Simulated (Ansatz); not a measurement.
MgTe (F-43m)

Level of theory: Ansatz, DFT PBE, scalar-relativistic, plane waves, PAW.

Cutoff 420 eV; k points 8×8×8 on the computed 2-atom cell (Γ-centred); Gaussian smearing, width 0.02 eV; no spin polarisation.

The structure is relaxed at this level of theory with its symmetry kept. This zinc-blende form isn't the usual stable structure of the compound.

```cif
data_structure
_symmetry_space_group_name_H-M 'F-43m'
_symmetry_Int_Tables_number 216
_cell_length_a 6.5093
_cell_length_b 6.5093
_cell_length_c 6.5093
_cell_angle_alpha 90.000
_cell_angle_beta 90.000
_cell_angle_gamma 90.000
_cell_volume 275.81
loop_
_atom_site_label
_atom_site_type_symbol
_atom_site_symmetry_multiplicity
_atom_site_Wyckoff_symbol
_atom_site_fract_x
_atom_site_fract_y
_atom_site_fract_z
_atom_site_occupancy
Mg1 Mg 4 a 0.00000 0.00000 0.00000 1
Te1 Te 4 c 0.25000 0.25000 0.25000 1
```

```
Space group                                                                                                                                 : F-43m (No. 216)
Volume per atom                                                                                                                             : 232.7 bohr³
Formation energy from the elements' standard states (uncorrected)                                                                           : -0.882 eV/atom
Kohn–Sham band gap                                                                                                                          : 2.33 eV, direct at Γ
Löwdin character of the top 1 eV of the valence band                                                                                        : Te 5p 96 %
Electron masses at the edge by Cartesian direction of the standard setting (m_e; degenerate bands sorted by energy; no spin-orbit coupling) : x: 0.17; y: 0.17; z: 0.17
Hole masses at the edge by Cartesian direction of the standard setting (m_e; degenerate bands sorted by energy; no spin-orbit coupling)     : x: 0.92, 0.92, 0.20; y: 0.92, 0.92, 0.20; z: 0.92, 0.92, 0.20
Bulk modulus                                                                                                                                : 34 GPa
Its pressure derivative                                                                                                                     : 4.2
Electronic dielectric constant xx, yy, zz of the standard setting (independent particles)                                                   : 6.0, 6.0, 6.0
Bader charges (e)                                                                                                                           : Mg (1 in the cell) 1.54, Te (1 in the cell) -1.54
```

Spin-orbit coupling is left out, which matters for the bands of heavy elements.